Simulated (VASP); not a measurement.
# CaSe in VASP: a series of runs

Runs on CaSe. Level: PBE. Tasks: single point.

Everything below comes from runs of VASP 6.6.1. Logs are shortened: lines on timing, memory, paths and dates and some standing lists are left out, and cuts for length are marked.

**Experimental background.**

A printed reference work, monograph, original work of 1988 reports, for a bulk crystal of CaSe at 2 K: band gap 3.85 eV (indirect).

The runs below are set against these values where they give the same quantity.

### Step 1. The cell of the first run

The structure is cubic, space group Fm-3m (No. 225). The conventional cell has a = 5.912 Å, b = 5.912 Å, c = 5.912 Å, α = 90.00°, β = 90.00°, γ = 90.00°. Ca (site symmetry m-3m) has 6 Se at 2.96 Å within 3.9 Å. Within 3.9 Å of Se (site symmetry m-3m) lie 6 Ca at 2.96 Å.

### Step 2. Single point, PBE

File INCAR:

```
PREC = Accurate ; ENCUT = 520
EDIFF = 1E-6 ; ISMEAR = -1
SIGMA = 0.02 ; LREAL = F
LASPH = T ; NELM = 80
ALGO = Normal ; ISIF = 2
LWAVE = F ; LCHARG = F
GGA = PE ; NBANDS = 15
```

File KPOINTS:

```
Automatic mesh
0
Gamma
  4 4 4
```

File POSCAR:

```
CaSe
1.0
    0.0000000000      2.9560000000      2.9560000000
    2.9560000000      0.0000000000      2.9560000000
    2.9560000000      2.9560000000      0.0000000000
Ca Se
1 1
Direct
    0.0000000000      0.0000000000      0.0000000000
    0.5000000000      0.5000000000      0.5000000000
```

Potentials or basis: VASP PAW PBE potentials, release 64 (Ca_sv, Se).

Run with:

```bash
cat potpaw_PBE.64/Ca_sv/POTCAR potpaw_PBE.64/Se/POTCAR > POTCAR
mpirun -np 1 vasp_std > vasp.out
```

OUTCAR:

```text
PREC = Accurate
   ENCUT = 520
   EDIFF = 1E-6
   ISMEAR = -1
   LREAL = F
   LASPH = T
   NELM = 80
   ISIF = 2
   GGA = PE

 ion  position               nearest neighbor table
   1  0.000  0.000  0.000-   2 2.96   2 2.96   2 2.96   2 2.96   2 2.96   2 2.96
   2  0.500  0.500  0.500-   1 2.96   1 2.96   1 2.96   1 2.96   1 2.96   1 2.96

  LATTYP: Found a face centered cubic cell.
 ALAT       =     5.9120000000

  Lattice vectors:

 A1 = (   0.0000000000,   2.9560000000,   2.9560000000)
 A2 = (   2.9560000000,   0.0000000000,   2.9560000000)
 A3 = (   2.9560000000,   2.9560000000,   0.0000000000)

Analysis of symmetry for initial positions (statically):
=====================================================================
 Subroutine PRICEL returns:
 Original cell was already a primitive cell.

 Routine SETGRP: Setting up the symmetry group for a
 face centered cubic supercell.

 Subroutine GETGRP returns: Found 48 space group operations
 (whereof 48 operations were pure point group operations)
 out of a pool of 48 trial point group operations.

The static configuration has the point symmetry O_h .

Analysis of symmetry for dynamics (positions and initial velocities):
=====================================================================
 Subroutine PRICEL returns:
 Original cell was already a primitive cell.

 Routine SETGRP: Setting up the symmetry group for a
 face centered cubic supercell.

 Subroutine GETGRP returns: Found 48 space group operations
 (whereof 48 operations were pure point group operations)
 out of a pool of 48 trial point group operations.

The dynamic configuration has the point symmetry O_h .

 Subroutine INISYM returns: Found 48 space group operations
 (whereof 48 operations are pure point group operations),
 and found     1 'primitive' translations

----------------------------------------------------------------------------------------

                                     Primitive cell

  volume of cell :      51.6587

  direct lattice vectors                    reciprocal lattice vectors
     0.000000000  2.956000000  2.956000000    -0.169147497  0.169147497  0.169147497
     2.956000000  0.000000000  2.956000000     0.169147497 -0.169147497  0.169147497
     2.956000000  2.956000000  0.000000000     0.169147497  0.169147497 -0.169147497

  length of vectors
     4.180415290  4.180415290  4.180415290     0.292972058  0.292972058  0.292972058

  position of ions in fractional coordinates (direct lattice)
     0.000000000  0.000000000  0.000000000
     0.500000000  0.500000000  0.500000000

  ion indices of the primitive-cell ions
   primitive index   ion index
                 1           1
                 2           2

----------------------------------------------------------------------------------------

 KPOINTS: Automatic mesh

Automatic generation of k-mesh.
 Grid dimensions read from file:
 generate k-points for:    4    4    4

 Generating k-lattice:

  Cartesian coordinates                     Fractional coordinates (reciprocal lattice)
    -0.042286874  0.042286874  0.042286874     0.250000000  0.000000000  0.000000000
     0.042286874 -0.042286874  0.042286874     0.000000000  0.250000000  0.000000000
     0.042286874  0.042286874 -0.042286874     0.000000000  0.000000000  0.250000000

  Length of vectors
     0.073243015  0.073243015  0.073243015

  Shift w.r.t. Gamma in fractional coordinates (k-lattice)
     0.000000000  0.000000000  0.000000000

 Subroutine IBZKPT returns following result:
 ===========================================

 Found      8 irreducible k-points:

 Following reciprocal coordinates:
            Coordinates               Weight
  0.000000  0.000000  0.000000      1.000000
  0.250000  0.000000  0.000000      8.000000
  0.500000  0.000000  0.000000      4.000000
  0.250000  0.250000  0.000000      6.000000
  0.500000  0.250000  0.000000     24.000000
 -0.250000  0.250000  0.000000     12.000000
  0.500000  0.500000  0.000000      3.000000
 -0.250000  0.500000  0.250000      6.000000
   k-points           NKPTS =      8   k-points in BZ     NKDIM =      8   number of bands    NBANDS=     15
   number of dos      NEDOS =    301   number of ions     NIONS =      2
   total plane-waves  NPLWV =  32768
   dimension x,y,z NGX =    32 NGY =   32 NGZ =   32
   dimension x,y,z NGXF=    64 NGYF=   64 NGZF=   64
   ions per type =               1   1
   NGX,Y,Z   is equivalent  to a cutoff of  12.73, 12.73, 12.73 a.u.
   NGXF,Y,Z  is equivalent  to a cutoff of  25.45, 25.45, 25.45 a.u.
 SYSTEM =  unknown system
   PREC   = accura    normal or accurate (medium, high low for compatibility)
   ISTART =      0    job   : 0-new  1-cont  2-samecut
   ICHARG =      2    charge: 1-file 2-atom 10-const
   ISPIN  =      1    spin polarized calculation?
   LNONCOLLINEAR =      F non collinear calculations
   LSORBIT =      F    spin-orbit coupling
   LASPH  =      T    aspherical Exc in radial PAW
   ENCUT  =  520.0 eV  38.22 Ry    6.18 a.u.   7.77  7.77  7.77*2*pi/ulx,y,z
   NELM   =     80;   NELMIN=  2; NELMDL= -5     # of ELM steps
   EDIFF  = 0.1E-05   stopping-criterion for ELM
   LREAL  =      F    real-space projection
   EDIFFG = 0.1E-04   stopping-criterion for IOM
   NSW    =      0    number of steps for IOM
   IBRION =     -1    ionic relax: 0-MD 1-quasi-New 2-CG
   NFREE  =      0    steps in history (QN), initial steepest desc. (CG)
   ISIF   =      2    stress and relaxation
   ISYM   =      2    0-nonsym 1-usesym 2-fastsym
   POTIM  = 0.5000    time-step for ionic-motion
   TEBEG  =    0.0;   TEEND  =   0.0 temperature during run
   PSTRESS=    0.0 pullay stress
   NELECT =      16.0000    total number of electrons
   NUPDOWN=      -1.0000    fix difference up-down
   EMIN   =  10.00;   EMAX   =-10.00  energy-range for DOS
   EFERMI =   0.00;   METHOD = LEGACY
   ISMEAR =    -1;   SIGMA  =   0.02  broadening in eV -4-tet -1-fermi 0-gaus
   EFERMI_NEDOS =   21; number of points for ismear=-14 and -15
   IALGO  =     38    algorithm
   IMIX   =      4    mixing-type and parameters
     AMIX     =   0.40;   BMIX     =  1.00
     AMIX_MAG =   1.60;   BMIX_MAG =  1.00
  volume/ion in A,a.u.               =      25.83       174.30
  Fermi-wavevector in a.u.,A,eV,Ry     =   1.107645  2.093145 16.692666  1.226876
  Thomas-Fermi vector in A             =   2.244161
   LORBIT       =      0    0 simple, 1 ext, 2 COOP (PROOUT), +10 PAW based schemes
   GGA     = PE    functional components
   LHFCALC =     F    Hartree Fock is set to
   AEXX    =    0.0000 exact exchange contribution
   IVDW    =     0    specifies the selected vdW correction
   LEPSILON=     F    determine dielectric tensor
   LRPA    =     F    only Hartree local field effects (RPA)
 non-spin polarized calculation
  energy-cutoff  :      520.00
  volume of cell :       51.66
 maximum number of plane-waves:      1411
   NGX = 15   NGY = 15   NGZ = 15

 number of electron      15.9999998 magnetization

 Free energy of the ion-electron system (eV)
  ---------------------------------------------------
  ext. energy  EPLUGINS =         0.00000000
  ---------------------------------------------------
  free energy    TOTEN  =        -9.46363889 eV

  energy without entropy =       -9.46363889  energy(sigma->0) =       -9.46363889

 E-fermi :   3.0454     XC(G=0):  -9.1581

 val. band max:        2.4702402631   @ k =   0.0000   0.0000   0.0000
 cond. band min:       4.4800164458   @ k =   0.5000   0.5000   0.0000
 fundamental gap:      2.0097761827
 Fermi energy:         3.0454138873

 k-point     1 :       0.0000    0.0000    0.0000
  band No.  band energies     occupation
      1     -37.2905      2.00000
      2     -18.2846      2.00000
      3     -18.2846      2.00000
      4     -18.2846      2.00000
      5      -9.3323      2.00000
      6       2.4702      2.00000
      7       2.4702      2.00000
      8       2.4702      2.00000
      9       5.8164      0.00000
     10       6.1638      0.00000
     11       6.1638      0.00000
     12       6.1638      0.00000
     13       6.7333      0.00000
     14       6.7333      0.00000
     15      12.1810      0.00000

 k-point     2 :       0.2500    0.0000    0.0000
  band No.  band energies     occupation
      1     -37.2870      2.00000
      2     -18.3430      2.00000
      3     -18.2885      2.00000
      4     -18.2885      2.00000
      5      -9.0018      2.00000
      6       0.4605      2.00000
      7       1.7650      2.00000
      8       1.7650      2.00000
      9       6.1880      0.00000
     10       6.8942      0.00000
     11       6.8942      0.00000
     12       8.1385      0.00000
     13       8.1385      0.00000
     14       8.2108      0.00000
     15      11.8774      0.00000

 k-point     3 :       0.5000    0.0000    0.0000
  band No.  band energies     occupation
      1     -37.2836      2.00000
      2     -18.3998      2.00000
      3     -18.2924      2.00000
      4     -18.2924      2.00000
      5      -8.6306      2.00000
      6      -0.8241      2.00000
      7       1.2657      2.00000
      8       1.2657      2.00000
      9       6.9842      0.00000
     10       7.9421      0.00000
     11       7.9673      0.00000
     12       7.9673      0.00000
     13       9.9864      0.00000
     14       9.9864      0.00000
     15      10.5461      0.00000
[... 55 lines left out ...]
 k-point     7 :       0.5000    0.5000    0.0000
  band No.  band energies     occupation
      1     -37.2814      2.00000
      2     -18.3676      2.00000
      3     -18.3179      2.00000
      4     -18.3179      2.00000
      5      -8.7500      2.00000
      6      -0.0577      2.00000
      7       1.5332      2.00000
      8       1.5332      2.00000
      9       4.4800      0.00000
     10       7.5008      0.00000
     11       7.5191      0.00000
     12       8.4920      0.00000
     13       8.5031      0.00000
     14       8.5031      0.00000
     15      12.6160      0.00000

 k-point     8 :      -0.2500    0.5000    0.2500
  band No.  band energies     occupation
      1     -37.2814      2.00000
      2     -18.3427      2.00000
      3     -18.3427      2.00000
      4     -18.3245      2.00000
      5      -8.6595      2.00000
      6       0.4818      2.00000
      7       0.4818      2.00000
      8       0.7884      2.00000
      9       6.8632      0.00000
     10       6.8632      0.00000
     11       7.7069      0.00000
     12       8.2012      0.00000
     13       8.5088      0.00000
     14      11.0965      0.00000
     15      11.4754      0.00000

------------------------ aborting loop because EDIFF is reached ----------------------------------------

  FORCE on cell =-STRESS in cart. coord.  units (eV):
  Direction    XX          YY          ZZ          XY          YZ          ZX
  --------------------------------------------------------------------------------------
  -------------------------------------------------------------------------------------
  Total        0.4741778      0.4741778      0.4741778     -0.0000000      0.0000000     -0.0000000
  in kB       14.7064729     14.7064729     14.7064729     -0.0000000      0.0000000     -0.0000000
  external PRESSURE =      14.7064729 kB  Pullay stress =       0.0000000 kB

 VOLUME and BASIS-vectors are now :
 -----------------------------------------------------------------------------
  energy-cutoff  :      520.00
  volume of cell :       51.66
      direct lattice vectors                 reciprocal lattice vectors
     0.000000000  2.956000000  2.956000000    -0.169147497  0.169147497  0.169147497
     2.956000000  0.000000000  2.956000000     0.169147497 -0.169147497  0.169147497
     2.956000000  2.956000000  0.000000000     0.169147497  0.169147497 -0.169147497

 POSITION                                       TOTAL-FORCE (eV/Angst)
 -----------------------------------------------------------------------------------
      0.00000      0.00000      0.00000         0.000000      0.000000      0.000000
      2.95600      2.95600      2.95600        -0.000000     -0.000000     -0.000000
 -----------------------------------------------------------------------------------
    total drift:                                0.000000     -0.000000     -0.000000

  FREE ENERGIE OF THE ION-ELECTRON SYSTEM (eV)
  ---------------------------------------------------
  free  energy   TOTEN  =        -9.4636388948 eV

  energy  without entropy=       -9.4636388948  energy(sigma->0) =       -9.46363889
```

Wall time 7.5 s (1 thread of AMD EPYC 7R13 (Zen 3), shared host); peak memory 0.14 GiB.

What came out:

```yaml
Free_energy: -9.4636 eV
Pressure: 1.5 GPa
Band_gap_on_the_k_mesh: 2.01 eV, indirect (least direct gap 2.95 eV)
```

Levels at points of the mesh, in eV from the valence-band top:
| k point | band 5 | band 6 | band 7 | band 8 | band 9 | band 10 | band 11 | band 12 |
| --- | --- | --- | --- | --- | --- | --- | --- | --- |
| (0.00, 0.00, 0.00) | -11.80 | 0.00 | 0.00 | 0.00 | 3.35 | 3.69 | 3.69 | 3.69 |
| (0.50, 0.00, 0.00) | -11.10 | -3.29 | -1.20 | -1.20 | 4.51 | 5.47 | 5.50 | 5.50 |
| (0.50, 0.50, 0.00) | -11.22 | -2.53 | -0.94 | -0.94 | 2.01 | 5.03 | 5.05 | 6.02 |

Caveat: the k points lie up to 0.46 Å⁻¹ apart.

[end of part 1 of 2]
